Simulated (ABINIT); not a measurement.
Runs of ABINIT 10.8.3 (patched build) on ZrC. The structure is cubic, space group Fm-3m (No. 225). The conventional cell has a = 4.730 Å, b = 4.730 Å, c = 4.730 Å, α = 90.00°, β = 90.00°, γ = 90.00°. Zr (site symmetry m-3m) is surrounded by 6 C at 2.37 Å. C (site symmetry m-3m) is surrounded by 6 Zr at 2.37 Å. 

```csv
potentials or basis,cutoff (eV),fine-grid cutoff,gap on the mesh (eV),pressure (GPa)
JTH PAW PBE v2.0,626,1224.51 eV,none,(a)
SG15 NC PBE v1.2,1306,-,none,-2.7
PseudoDojo NC SR PBE v0.4.1 standard,1333,-,none,(b)
Ansatz NC r2SCAN,1442,-,none,-2.6
"Ansatz PAW PBE default generated set, frozen core",490,979.61 eV,none,-2.8
```

Alike in all rows: task single point; level r2SCAN; no spin polarisation; cell as given; k mesh 10 × 10 × 10; smearing fermi-dirac 0.05 eV.

**Question.** Estimate the missing entries.

**Answer.** (a) -1.3; (b) -3.2.

Caveats: the PAW data sets were made with another functional, which shifts forces and pressure a little (some runs); the potentials were made for another functional, which shifts forces and pressure (some runs); a meta-GGA on potentials with a model core is unreliable (some runs); the atomic spheres overlap (some runs).

A k mesh can miss the band edges, and the runs leave out spin-orbit coupling on Zr.

A gap of «none» marks a metal or a gap under the smearing width.

Runs at the PBE level aren't shown here.
